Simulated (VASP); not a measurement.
# VH2 (Fm-3m) in VASP: further runs, part 3 of 3

VASP 6.6.1. The steps go on from the part before.

## 6. Single point, PBEsol, collinear spin, ferromagnetic start

INCAR

```
PREC     = Accurate       # precision mode
ENCUT    = 500            # plane-wave cutoff, eV
EDIFF    = 1E-4           # SCF threshold, eV
ISMEAR   = 0              # smearing method
SIGMA    = 0.05           # smearing width, eV
LREAL    = F              # projectors in reciprocal space
LASPH    = T              # aspherical terms in the spheres
NELM     = 100            # most SCF steps
ALGO     = Normal         # electronic algorithm
ISIF     = 2              # what is computed and relaxed
LWAVE    = F              # write WAVECAR
LCHARG   = F              # write CHGCAR
ISPIN    = 2              # spin polarisation
MAGMOM   = 2 0 0          # initial moments
LORBIT   = 11             # projections on sites
LMAXMIX  = 4              # l up to which the mixer works
GGA      = PS             # functional
NBANDS   = 18             # bands
ADDGRID  = F
```

KPOINTS

```
Automatic mesh
0
Gamma
  6 6 6
```

POSCAR

```
VH2
1.0
    0.0000000000      2.1355000000      2.1355000000
    2.1355000000      0.0000000000      2.1355000000
    2.1355000000      2.1355000000      0.0000000000
V H
1 2
Direct
    0.0000000000      0.0000000000      0.0000000000
    0.7500000000      0.7500000000      0.7500000000
    0.2500000000      0.2500000000      0.2500000000
```

Potentials or basis: VASP PAW PBE potentials, release 64 (V_sv, H).

Command:

```bash
> cat potpaw_PBE.64/V_sv/POTCAR potpaw_PBE.64/H/POTCAR > POTCAR
> mpirun -np 1 vasp_std > vasp.out
```

OUTCAR:

```text
PREC = Accurate
   ENCUT = 500
   EDIFF = 1E-4
   ISMEAR = 0
   LREAL = F
   LASPH = T
   NELM = 100
   ISIF = 2
   ISPIN = 2
   LORBIT = 11
   GGA = PS

 Found     16 irreducible k-points:

 Following reciprocal coordinates:
            Coordinates               Weight
  0.000000  0.000000  0.000000      1.000000
  0.166667  0.000000  0.000000      8.000000
  0.333333  0.000000  0.000000      8.000000
  0.500000  0.000000  0.000000      4.000000
  0.166667  0.166667  0.000000      6.000000
  0.333333  0.166667  0.000000     24.000000
   k-points           NKPTS =     16   k-points in BZ     NKDIM =     16   number of bands    NBANDS=     18
   number of dos      NEDOS =    301   number of ions     NIONS =      3
   total plane-waves  NPLWV =  13824
   dimension x,y,z NGX =    24 NGY =   24 NGZ =   24
   dimension x,y,z NGXF=    48 NGYF=   48 NGZF=   48
   ions per type =               1   2
   NGX,Y,Z   is equivalent  to a cutoff of  13.21, 13.21, 13.21 a.u.
   NGXF,Y,Z  is equivalent  to a cutoff of  26.42, 26.42, 26.42 a.u.
 SYSTEM =  unknown system
   PREC   = accura    normal or accurate (medium, high low for compatibility)
   ISTART =      0    job   : 0-new  1-cont  2-samecut
   ICHARG =      2    charge: 1-file 2-atom 10-const
   ISPIN  =      2    spin polarized calculation?
   LNONCOLLINEAR =      F non collinear calculations
   LSORBIT =      F    spin-orbit coupling
   LASPH  =      T    aspherical Exc in radial PAW
   ENCUT  =  500.0 eV  36.75 Ry    6.06 a.u.   5.51  5.51  5.51*2*pi/ulx,y,z
   NELM   =    100;   NELMIN=  2; NELMDL= -5     # of ELM steps
   EDIFF  = 0.1E-03   stopping-criterion for ELM
   LREAL  =      F    real-space projection
   EDIFFG = 0.1E-02   stopping-criterion for IOM
   NSW    =      0    number of steps for IOM
   IBRION =     -1    ionic relax: 0-MD 1-quasi-New 2-CG
   NFREE  =      0    steps in history (QN), initial steepest desc. (CG)
   ISIF   =      2    stress and relaxation
   ISYM   =      2    0-nonsym 1-usesym 2-fastsym
   POTIM  = 0.5000    time-step for ionic-motion
   TEBEG  =    0.0;   TEEND  =   0.0 temperature during run
   PSTRESS=    0.0 pullay stress
   NELECT =      15.0000    total number of electrons
   NUPDOWN=      -1.0000    fix difference up-down
   EMIN   =  10.00;   EMAX   =-10.00  energy-range for DOS
   EFERMI =   0.00;   METHOD = LEGACY
   ISMEAR =     0;   SIGMA  =   0.05  broadening in eV -4-tet -1-fermi 0-gaus
[... 41 lines left out ...]
 Fermi energy:         7.7313768177

 spin component 1

 k-point     1 :       0.0000    0.0000    0.0000
  band No.  band energies     occupation
      1     -56.3874      1.00000
      2     -30.1941      1.00000
      3     -30.1941      1.00000
      4     -30.1941      1.00000
      5      -3.3556      1.00000
      6       6.9872      1.00000
[... 103 lines left out ...]
      5      -0.9769      1.00000
      6       3.1455      1.00000
[... 10 lines left out ...]
     17      29.2996      0.00000
     18      29.6922      0.00000

 [... further k-points ...]

 spin component 2

 k-point     1 :       0.0000    0.0000    0.0000
  band No.  band energies     occupation
      1     -56.3867      1.00000
      2     -30.1932      1.00000
      3     -30.1932      1.00000
      4     -30.1932      1.00000
      5      -3.3548      1.00000
      6       6.9880      1.00000
[... 103 lines left out ...]
      5      -0.9761      1.00000
      6       3.1461      1.00000
[... 10 lines left out ...]
     17      29.3007      0.00000
     18      29.6934      0.00000

 [... further k-points ...]

------------------------ aborting loop because EDIFF is reached ----------------------------------------

  FORCE on cell =-STRESS in cart. coord.  units (eV):
  Direction    XX          YY          ZZ          XY          YZ          ZX
  --------------------------------------------------------------------------------------
  -------------------------------------------------------------------------------------
  Total       -1.5469650     -1.5469650     -1.5469650      0.0000000      0.0000000      0.0000000
  in kB     -127.2513347   -127.2513347   -127.2513347      0.0000000      0.0000000      0.0000000
  external PRESSURE =    -127.2513347 kB  Pullay stress =       0.0000000 kB

 VOLUME and BASIS-vectors are now :
 -----------------------------------------------------------------------------
  energy-cutoff  :      500.00
  volume of cell :       19.48
      direct lattice vectors                 reciprocal lattice vectors
     0.000000000  2.135500000  2.135500000    -0.234137204  0.234137204  0.234137204
     2.135500000  0.000000000  2.135500000     0.234137204 -0.234137204  0.234137204
     2.135500000  2.135500000  0.000000000     0.234137204  0.234137204 -0.234137204

 POSITION                                       TOTAL-FORCE (eV/Angst)
 -----------------------------------------------------------------------------------
      0.00000      0.00000      0.00000        -0.000000      0.000000     -0.000000
      3.20325      3.20325      3.20325        -0.000000     -0.000000     -0.000000
      1.06775      1.06775      1.06775         0.000000      0.000000      0.000000
 -----------------------------------------------------------------------------------
    total drift:                               -0.000000      0.000000      0.000000

  FREE ENERGIE OF THE ION-ELECTRON SYSTEM (eV)
  ---------------------------------------------------
  free  energy   TOTEN  =       -17.0490750185 eV

  energy  without entropy=      -17.0474166247  energy(sigma->0) =      -17.04824582

 total charge

# of ion       s       p       d       tot
------------------------------------------
    1        2.210   6.215   3.162  11.587
    2        0.560   0.026   0.000   0.587
    3        0.560   0.026   0.000   0.587
--------------------------------------------------
tot          3.330   6.268   3.162  12.760

 magnetization (x)

# of ion       s       p       d       tot
------------------------------------------
    1        0.000   0.000   0.000   0.000
    2       -0.000   0.000   0.000  -0.000
    3       -0.000   0.000   0.000  -0.000
--------------------------------------------------
tot         -0.000   0.000   0.000   0.000
```

Wall time 6 s (1 thread of AMD EPYC 9R45 (Zen 5), shared host); peak memory 0.12 GiB.

The run converged, but some of its settings lie outside the range that counts as converged, so its numbers aren't taken as properties of the crystal.

What came out:

```yaml
Free_energy: -17.0491 eV
Pressure: -12.7 GPa
Band_gap_on_the_k_mesh: none (metal or under the smearing width)
Net_moment: 0.00 μB per cell
Valence_electrons_inside_the_program's_atomic_spheres: V 11.59; H 0.59
```

Caveat: the k mesh is coarse (spacing up to 0.42 Å⁻¹), so the values aren't converged; the PAW data sets were made with another functional, which shifts forces and pressure a little.
